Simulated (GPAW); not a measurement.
Write an ASE script for GPAW 26.7.0 that does the following.

```yaml
Task: band structure
Functional: TPSS
Potentials_or_basis: GPAW PAW data sets (gpaw-data 1.2.1)
Cutoff: 600 eV
Basis: pw
k_mesh: 8 × 8 × 4
Occupations: fermi-dirac, width 0.05 eV
Spin: no spin polarisation
Eigensolver: davidson
Maxiter: 150
Band_path: GMKGALHA,LM,KH
Band_points: 60
```

The structure of Pd lies in Pd.xyz:

```xyz
2
Lattice="2.7836650458 0.0000000000 0.0000000000 -1.3918325229 2.4107246453 0.0000000000 0.0000000000 0.0000000000 4.6288930000" Properties=species:S:1:pos:R:3 pbc="T T T"
Pd    -0.0000000001      1.6071497636      1.1572232500
Pd     1.3918325230      0.8035748817      3.4716697500
```

This isn't the form of Pd at room conditions, which is fcc.

These files were run (other wordings do the same):

run.py

```python
from ase.dft.bandgap import bandgap
from ase.io import read, write
from ase.units import GPa
from gpaw import GPAW, PW

atoms = read('Pd.xyz')

calc = GPAW(mode=PW(600),
            xc='MGGA_X_TPSS+MGGA_C_TPSS',
            kpts={'size': (8, 8, 4), 'gamma': True},
            occupations={'name': 'fermi-dirac', 'width': 0.05},
            nbands=29,
            convergence={'density': 1e-05, 'energy': 1e-05},
            eigensolver='davidson',
            maxiter=150,
            txt='gpaw.txt')
atoms.calc = calc
energy = atoms.get_potential_energy()
forces = atoms.get_forces()
stress = atoms.get_stress()
calc.write('gs.gpw')
write('result.traj', atoms)
print(f'Energy: {energy:.6f} eV')
print('Forces (eV/A):')
print(forces.round(4))
print('Stress (GPa):', (stress / GPa).round(3))
print('Fermi level:', round(calc.get_fermi_level(), 4), 'eV')
print(f'Gap: {bandgap(calc)[0]:.4f} eV, direct: {bandgap(calc, direct=True)[0]:.4f} eV')

path = atoms.cell.bandpath('GMKGALHA,LM,KH', npoints=60, eps=1e-4)
bs_calc = calc.fixed_density(kpts=path, symmetry='off', nbands=41,
                             convergence={'bands': 'CBM+6.0', 'eigenstates': 1e-6}, txt='bands.txt')
bs = bs_calc.band_structure()
bs.write('bs.json')
print(f'Gap on the path: {bandgap(bs_calc)[0]:.4f} eV')
```

Potentials or basis: GPAW PAW data sets (gpaw-data 1.2.1), pw.

Launch:

```console
$ OMP_NUM_THREADS=1 python run.py
```

It gave:

| Property | Result |
| --- | --- |
| Pressure | -7.1 GPa |
| Band gap along the path | none (metal or under the smearing width) |

Caveat: the PAW data sets were made with another functional, which shifts forces and pressure a little.

Run time: 76 s on 1 thread of Intel(R) Xeon(R) 6975P-C (Granite Rapids), with other jobs on the host, peak memory 0.29 GiB.
